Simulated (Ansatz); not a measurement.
# TiSi$_{2}$: do energies and stresses tell the same story?

Level of theory: DFT PBE, scalar-relativistic, plane waves, PAW (Ansatz 0.2.0).

Plane waves to 420 eV, a k mesh through Γ of 10×10×10 on the computed 6-atom cell and Gaussian smearing (0.10 eV); no spin polarisation.

Relaxed cell: Cmcm, a = 3.548 Å, b = 13.561 Å, c = 3.579 Å, α = 90.00°, β = 90.00°, γ = 90.00°, 6 atoms in the primitive cell. This form isn't the usual stable structure of the compound.

Energies at zero smearing and pressures from the stress tensor, at volumes with shape and atoms relaxed:
```
V (Å³/atom) E − E(first) (meV/atom) P (GPa)
     12.627                     0.00    21.14
     13.058                   -47.59    14.51
     13.488                   -78.79     8.88
     13.919                   -96.04     4.09
     14.349                  -101.41     0.00
     14.780                   -96.61    -3.50
     15.210                   -83.07    -6.50
     15.784                   -53.59    -9.81
```

**Question.** Check P = −dE/dV between neighbouring volumes, and get the bulk modulus from the pressures alone.

**Answer.** With 1 eV/Å³ = 160.2 GPa:
```csv
middle V (Å³/atom),−ΔE/ΔV (GPa),mean P (GPa)
12.842,17.713,17.827
13.273,11.610,11.696
13.703,6.421,6.485
14.134,1.998,2.044
14.564,-1.783,-1.751
14.995,-5.042,-5.002
15.497,-8.229,-8.155
```

The two differ by 0.11 GPa at most. The mean of two end pressures misses the average over a step by about ΔV² P″/12, up to 0.09 GPa here; with that taken off 0.02 GPa remains. Around V = 14.349 Å³/atom, the two neighbours give B = −V ΔP/ΔV = 14.349 × 7.59 / 0.861 = 126.5 GPa, against B0 = 126.0 GPa from the Birch–Murnaghan fit of the energies.